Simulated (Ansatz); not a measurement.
Crystal: Se.

```
CELL_PARAMETERS angstrom
4.36620 0.00000 0.00000
-2.18310 3.78124 0.00000
0.00000 0.00000 4.95360
ATOMIC_POSITIONS crystal
Se 0.77460 0.77460 0.00000
Se 0.00000 0.22540 0.66667
Se 0.22540 0.00000 0.33333
```

```yaml
Program: Ansatz 0.2.0
Task: relaxation of cell and atoms
Functional: PBEsol
Potentials_or_basis: Ansatz PAW
Cutoff: "420 eV (not typed: the program's choice for these potentials)"
k_mesh: 7 × 7 × 6
Occupations: fermi-dirac, width 0.05 eV
Spin: no spin polarisation
```

At the start: volume 27.26 Å³/atom.

Q: Where does the relaxation end?

A: It ends after 6 steps and the volume is 24.11 Å³/atom (-11.6 %); space group P3_121 (No. 152, to 0.05 Å).

Step by step:
```csv
step,energy change (eV),largest force (eV/Å),volume (Å³)
1,0.0000,0.2873,81.78
2,-0.0392,0.1855,76.66
3,-0.0695,0.1065,71.76
4,-0.0717,0.0075,71.74
5,-0.0721,0.0001,72.33
6,-0.0713,0.0000,72.33
```

Final structure:
```
Se
1.0
     4.03770    0.00000    0.00000
    -2.01885    3.49675    0.00000
     0.00000    0.00000    5.12294
Se
3
Direct
  0.75133 0.75133 0.00000
  0.00000 0.24867 0.66667
  0.24867 0.00000 0.33333
```

Caveat: the plane-wave basis is chosen anew once the cell has moved, so the energies of steps on either side of that aren't comparable; the PAW data sets come from PBE, with cores solved anew for the run's functional, which leaves a small shift of forces and pressure.
